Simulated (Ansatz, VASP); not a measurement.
Se in VASP and in Ansatz

Contents of INCAR:

```
SYSTEM = Se
  PREC = Accurate
  ENCUT = 520
  EDIFF = 1E-6
  ISMEAR = 0
  SIGMA = 0.1
  LREAL = .FALSE.
  LASPH = .TRUE.
  NELM = 80
  ALGO = Normal
  ISIF = 2
  LWAVE = .FALSE.
  LCHARG = .FALSE.
  GGA = PE
  NBANDS = 9
```

File KPOINTS:

```
Automatic mesh
0
G
  14 14 14
  0 0 0
```

Contents of POSCAR:

```
Se
1.0
    2.8932778897      0.0000000000      0.0000000000
    0.0000000000      2.8932778897      0.0000000000
    0.0000000000      0.0000000000      2.8932778897
Se
1
Direct
    0.0000000000      0.0000000000      0.0000000000
```

Input for Ansatz:

```yaml
crystal:
  lattice:
    - [2.8932778897, 0.0, 0.0]
    - [0.0, 2.8932778897, 0.0]
    - [0.0, 0.0, 2.8932778897]
  atoms:
    - { symbol: Se, position: [0.0, 0.0, 0.0] }
basis:
  ecutwfc: 420
kpoints:
  mp_grid: { grid: [14, 14, 14] }
hamiltonian:
  xc: pbe
scf:
  occupations: { method: gaussian, width: 0.1 }
output:
  forces: true
  stress: true
  eigenvalues: true
  write_density: true
  write_potential: true
  elf: true
  volumetric_format: npy
```

Alike in both runs: task single point; functional PBE; k mesh 14 × 14 × 14; occupations gaussian, width 0.1 eV; no spin polarisation.

```csv
,VASP,Ansatz
version,VASP 6.6.1,Ansatz 0.2.0
potentials or method,"VASP PAW PBE potentials, release 64 (Se)","scalar-relativistic, plane waves, PAW"
plane-wave cutoff (eV),520,420
valence electrons in the cell,6,16
```

|  | VASP | Ansatz | Ansatz less VASP |
| --- | --- | --- | --- |
| gap on the k mesh at the Fermi level (eV) | none | none | - |
| pressure (GPa) | -4.1 | -4.1 | -0.01 |

A gap of «none» marks a metal or a gap that the smearing closes. With one functional, cell and mesh, what is left measures potentials, basis and numerics. The two sets of potentials don't hold the same shells in valence.
